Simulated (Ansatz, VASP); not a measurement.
Ti: VASP beside Ansatz

```
CELL_PARAMETERS angstrom
-1.66259 1.66259 1.66259
1.66259 -1.66259 1.66259
1.66259 1.66259 -1.66259
ATOMIC_POSITIONS crystal
Ti 0.00000 0.00000 0.00000
```

Change from the starting cell: volume scaled by 1.04, crystal datasets.

Alike in both runs: task electric field gradients; functional PBEsol; k mesh 14 × 14 × 14; occupations fermi-dirac, width 0.05 eV; no spin polarisation.

|  | VASP | Ansatz |
| --- | --- | --- |
| version | VASP 6.6.1 | Ansatz 0.2.0 |
| potentials or method | VASP PAW PBE potentials, release 64 (Ti_sv), cutoff 520 eV | all-electron PAW with datasets made for the crystal, scalar-relativistic |

|  | VASP | Ansatz | Ansatz less VASP |
| --- | --- | --- | --- |
| pressure (GPa) | -10.1 | -9.9 | +0.13 |
| Vzz of the field gradient on the site that differs most (V/Å²) | 0.0 | 0.0 | 0.00 |

Ansatz ran all-electron here, so the differences hold the error of VASP's frozen core and of both bases.

Caveats: the PAW data sets were made with another functional, which shifts forces and pressure a little (VASP).
